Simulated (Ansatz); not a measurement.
# NaH: the cost of one run

Method: DFT LDA, with the methods named in each step, in Ansatz 0.2.0.

1 further run of the same task is left out (it didn't finish).

### 1 The structure to begin with

The structure is cubic, space group Fm-3m (No. 225). The conventional cell has a = 4.773 Å, b = 4.773 Å, c = 4.773 Å, α = 90.00°, β = 90.00°, γ = 90.00°. Around Na (site symmetry m-3m) lie 6 H at 2.39 Å. H (site symmetry m-3m) has 6 Na at 2.39 Å as nearest neighbours.

Structure file:

```cif
data_structure
_symmetry_space_group_name_H-M 'P 1'
_symmetry_Int_Tables_number 1
_cell_length_a 3.3749
_cell_length_b 3.3749
_cell_length_c 3.3749
_cell_angle_alpha 60.000
_cell_angle_beta 60.000
_cell_angle_gamma 60.000
_cell_volume 27.18
loop_
_atom_site_label
_atom_site_type_symbol
_atom_site_fract_x
_atom_site_fract_y
_atom_site_fract_z
_atom_site_occupancy
Na1 Na 0.00000 0.00000 0.00000 1
H1 H 0.50000 0.50000 0.50000 1
```

Atoms are numbered in the order of the input: Na1, H2.

### 2 The bond as given, LAPW

Input file input.yaml:

```yaml
crystal:
  lattice:
    - [0.0, 2.3864216652, 2.3864216652]
    - [2.3864216652, 0.0, 2.3864216652]
    - [2.3864216652, 2.3864216652, 0.0]
  atoms:
    - { symbol: Na, position: [0.0, 0.0, 0.0] }
    - { symbol: H, position: [0.5, 0.5, 0.5] }
kpoints:
  mp_grid: { grid: [8, 8, 8] }
scf:
  occupations: { method: fermi_dirac, width: 0.03 }
hamiltonian:
  xc: lda
  pseudopotentials: { kind: all_electron, lapw: { basis_error: 0.001 } }
output:
  forces: true
  stress: true
  eigenvalues: true
  populations: true
```

Launch:

```bash
$ ansatz run input.yaml --threads 1 --pin off --max-ram 2048MiB --backend cpu --events-out ev --progress --plain --runs-dir out
```

**Question.** How long does this run take on 1 thread of Arm Neoverse V1, shared host, and how much memory does it need?

About 1.8 s, with a peak of 0.2 GiB.
